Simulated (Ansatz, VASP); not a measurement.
One calculation of Ag, two programs

INCAR

```
PREC = Accurate
ENCUT = 520
EDIFF = 1E-7
ISMEAR = -1
SIGMA = 0.05
LREAL = F
LASPH = T
NELM = 100
ALGO = Normal
ISIF = 2
LWAVE = F
LCHARG = T
GGA = CA
LELF = T
LVHAR = T
NBANDS = 12
```

File KPOINTS:

```
regular mesh
0
Gamma
  11 11 11
```

The input POSCAR:

```
Ag
1.0
    0.0000000000      2.0290398554      2.0290398554
    2.0290398554      0.0000000000      2.0290398554
    2.0290398554      2.0290398554      0.0000000000
Ag
1
Direct
    0.0000000000      0.0000000000      0.0000000000
```

The input input.yaml:

```yaml
crystal:
  lattice:
    - [0.0, 2.0290398554, 2.0290398554]
    - [2.0290398554, 0.0, 2.0290398554]
    - [2.0290398554, 2.0290398554, 0.0]
  atoms:
    - { symbol: Ag, position: [0.0, 0.0, 0.0] }
kpoints:
  mp_grid: { grid: [11, 11, 11] }
scf:
  occupations: { method: fermi_dirac, width: 0.05 }
hamiltonian:
  xc: lda
  pseudopotentials: { kind: all_electron, lapw: { basis_error: 0.001 } }
output:
  forces: true
  stress: true
  eigenvalues: true
```

Change from the starting cell: volume scaled by 0.98.

Alike in both runs: task single point; functional LDA; k mesh 11 × 11 × 11; occupations fermi-dirac, width 0.05 eV; no spin polarisation.

|  | VASP | Ansatz |
| --- | --- | --- |
| version | VASP 6.6.1 | Ansatz 0.2.0 |
| potentials or method | VASP PAW LDA potentials, release 64 (Ag) | all-electron LAPW, scalar-relativistic |
| plane-wave cutoff (eV) | 520 | see its input |

Ansatz gave:

| Quantity | Value |
| --- | --- |
| gap on the k mesh at the Fermi level (eV) | none |
| pressure (GPa) | -5.5 |

Which values does VASP return?

gap on the k mesh at the Fermi level (eV): none; pressure (GPa): -5.4.

A gap of «none» marks a metal or a gap that the smearing closes. Ansatz ran all-electron here, so the differences hold the error of VASP's frozen core and of both bases.
